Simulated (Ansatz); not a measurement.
# CoO in Ansatz: the effect of functional

Crystal: CoO.

```
Co O
1.0
    -1.50800    1.50800    2.10725
     1.50800   -1.50800    2.10725
     1.50800    1.50800   -2.10725
Co O
1 1
Direct
  0.00000 0.00000 0.00000
  0.50000 0.50000 0.00000
```

Alike in all runs:

```yaml
Program: Ansatz 0.2.0
Task: band structure
Potentials_or_basis: all-electron LAPW, scalar-relativistic
Basis_error_allowed: 0.001 eV/atom
k_mesh: 12 × 12 × 12
Occupations: fermi-dirac, width 0.05 eV
Spin: collinear spin, ferromagnetic start
Starting_moments: "[2.0, 0.0] μB"
```

Q: One run gave: pressure 0.0 GPa; moment 2.91 μB. Which functional did it use?
A. PBE
B. PBEsol
C. LDA

A: A.

| functional | cutoff | pressure (GPa) | moment (μB) |
| --- | --- | --- | --- |
| PBE | 369 eV | 0.0 | 2.91 |
| LDA | 368 eV | -17.9 | 2.85 |
| PBEsol | 369 eV | -9.2 | 2.94 |

Caveats: a cell with one magnetic atom can't hold antiferromagnetic order, which such compounds often take.

Not every run made on this cell is shown here.
